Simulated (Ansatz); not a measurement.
**MgO: band gap under strain**

How does strain move the band edges of MgO built on the rocksalt prototype, and do the functionals agree on it? States: -2.0 % biaxial strain in the (111) plane, free along [111]; -1.0 % biaxial strain in the (111) plane, free along [111]; +1.0 % biaxial strain in the (111) plane, free along [111].

The runs shown are made with Ansatz 0.2.0. PAW datasets, plane waves. Spin-unpolarised throughout; all numbers are computed.

## 1. The system as given

The unstrained cell was relaxed with r2SCAN; in each strained cell the atoms were relaxed again with r2SCAN. Names of k-points are those of the unstrained zone, where strain can split equivalent points. First state: -2.0 % biaxial strain in the (111) plane, free along [111].

Space group R-3m (No. 166), trigonal; a = 2.913 Å, c = 7.331 Å in the conventional setting, 8.98 Å³ an atom. Around Mg lie 6 O at 2.08 Å; around O lie 6 Mg at 2.08 Å.

Coordinates:

```xyz
2
Lattice="0.0374 2.0975 2.0975 2.0975 0.0374 2.0975 2.0975 2.0975 0.0374" Properties=species:S:1:pos:R:3 pbc="T T T"
Mg    0.0000    0.0000    0.0000
O     2.1162    2.1162    2.1162
```

From earlier runs on the unstrained cell: PBE 4.80 eV, r2SCAN 5.68 eV, HSE06 6.54 eV, G0W0 7.23 eV (on its mesh); a = 4.204 Å.

## 2. -2.0 % biaxial strain in the (111) plane, free along [111]: PBE

File input.yaml:

```yaml
crystal:
  lattice:
    - [0.0374105964, 2.0975346636, 2.0975346636]
    - [2.0975346636, 0.0374105964, 2.0975346636]
    - [2.0975346636, 2.0975346636, 0.0374105964]
  atoms:
    - { symbol: Mg, position: [0.0, 0.0, 0.0] }
    - { symbol: O, position: [0.5, 0.5, 0.5] }
kpoints:
  mp_grid: { grid: [10, 10, 10] }
  band_path:
    path:
      - [0.0, 0.0, 0.0]
      - [0.5, 0.0, 0.5]
      - [0.625, 0.25, 0.625]
      - [0.375, 0.375, 0.75]
      - [0.5, 0.5, 0.5]
      - [0.5, 0.25, 0.75]
    npoints: 1
hamiltonian:
  xc: pbe
scf:
  occupations: { method: fermi_dirac, width: 0.02 }
  n_extra_bands: 4
output:
  forces: true
  stress: true
  eigenvalues: true
```

Run with:

```console
$ ansatz run input.yaml --threads 2 --pin off --max-ram 20275MiB --backend cpu --events-out ev --progress --plain --runs-dir out
```

The runs that follow: -2.0 % biaxial strain in the (111) plane, free along [111]: r2SCAN; -2.0 % biaxial strain in the (111) plane, free along [111]: HSE06; -2.0 % biaxial strain in the (111) plane, free along [111]: r2SCAN; -2.0 % biaxial strain in the (111) plane, free along [111]: G0W0@PBE; -1.0 % biaxial strain in the (111) plane, free along [111]: PBE; -1.0 % biaxial strain in the (111) plane, free along [111]: r2SCAN; -1.0 % biaxial strain in the (111) plane, free along [111]: HSE06; -1.0 % biaxial strain in the (111) plane, free along [111]: r2SCAN; -1.0 % biaxial strain in the (111) plane, free along [111]: G0W0@PBE; +1.0 % biaxial strain in the (111) plane, free along [111]: PBE; +1.0 % biaxial strain in the (111) plane, free along [111]: r2SCAN; +1.0 % biaxial strain in the (111) plane, free along [111]: HSE06; +1.0 % biaxial strain in the (111) plane, free along [111]: r2SCAN; +1.0 % biaxial strain in the (111) plane, free along [111]: G0W0@PBE.

Q: Predict the outcome of this session.

The runs gave:

Least gap in eV (negative: overlap), with the change from the unstrained cell in brackets. G0W0 is on its own coarse mesh.

```
                                                     state  volume change (%)           PBE        r2SCAN         HSE06          G0W0
-2.0 % biaxial strain in the (111) plane, free along [111]               -3.3  5.05 (+0.25)  5.95 (+0.27)  6.82 (+0.28)  7.55 (+0.32)
-1.0 % biaxial strain in the (111) plane, free along [111]               -1.7  4.92 (+0.12)  5.82 (+0.14)  6.69 (+0.15)  7.39 (+0.16)
+1.0 % biaxial strain in the (111) plane, free along [111]               +1.7  4.57 (-0.23)  5.45 (-0.23)  6.30 (-0.24)  6.95 (-0.28)
```

In words: The largest move of the HSE06 gap in the table is +0.283 eV, under -2.0 % biaxial strain in the (111) plane, free along [111]. PBE and HSE06 differ by 1.74 eV on the unstrained gap, and by at most 0.03 eV on its change: the two disagree on the size of the gap but agree on its response to strain. No extrapolation in bands, cutoff or mesh was made for G0W0.
